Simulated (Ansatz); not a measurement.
Space group P6_3/mmc (No. 194). a = 2.759 Å, b = 2.759 Å, c = 4.781 Å, α = 90.00°, β = 90.00°, γ = 120.00°
```csv
atom,site,symmetry,x,y,z
Pt,2c,-6m2,0.6667,0.3333,0.7500
```

Equation of state of this Pt structure (not necessarily the ground state), with shape and atoms relaxed at each volume where symmetry leaves them free. It has no gap at any of these volumes. All numbers below come from Ansatz, DFT PBE, scalar-relativistic, plane waves, PAW.

Settings: cutoff 420 eV, Γ-centred mesh 18×18×10 on the computed 2-atom cell, Gaussian smearing of 0.10 eV; no spin polarisation.

| V (Å³/atom) | E − E(largest V) (meV/atom) | P (GPa) |
| --- | --- | --- |
| 13.864 | 128.21 | 43.58 |
| 14.337 | 21.44 | 29.37 |
| 14.810 | -47.19 | 17.64 |
| 15.282 | -84.36 | 7.96 |
| 15.755 | -95.63 | 0.01 |
| 16.227 | -85.62 | -6.50 |
| 16.700 | -58.17 | -11.84 |
| 17.330 | 0.00 | -17.41 |

Question: Fit a third-order Birch–Murnaghan equation to E(V).

Answer: V0 = 15.75 Å³/atom, B0 = 239 GPa, B0' = 5.6.

Spin-orbit coupling is left out, which matters for the bands of heavy elements.

This form isn't the element's structure at ambient conditions.